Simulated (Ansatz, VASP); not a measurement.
**MnS: VASP beside Ansatz**

```
Mn S
1.0
     0.00000    2.33025    2.33025
     2.33025    0.00000    2.33025
     2.33025    2.33025    0.00000
Mn S
1 1
Cartesian
  0.0000 0.0000 0.0000
  2.3302 2.3302 2.3302
```

Alike in both runs: task single point; functional PBE; k mesh 12 × 12 × 12; occupations gaussian, width 0.05 eV; no spin polarisation.

|  | VASP | Ansatz |
| --- | --- | --- |
| version | VASP 6.6.1 | Ansatz 0.2.0 |
| potentials or method | VASP PAW PBE potentials, release 64 (Mn_pv, S) | scalar-relativistic, plane waves, PAW |
| plane-wave cutoff (eV) | 520 | 420 |
| valence electrons in the cell | 19 | 21 |

|  | VASP | Ansatz | Ansatz less VASP |
| --- | --- | --- | --- |
| gap on the k mesh at the Fermi level (eV) | none | none | - |
| pressure (GPa) | 3.4 | 3.3 | -0.10 |

A gap of «none» marks a metal or a gap that the smearing closes. The two sets of potentials don't hold the same shells in valence.

Caveats: the run has no spin polarisation, though such a crystal can be magnetic; semilocal functionals often make such compounds metallic where correlation or magnetic order opens a gap, which also shifts bond lengths. Spin polarisation is off, so any magnetic state and its effect on volume and gap are missing.
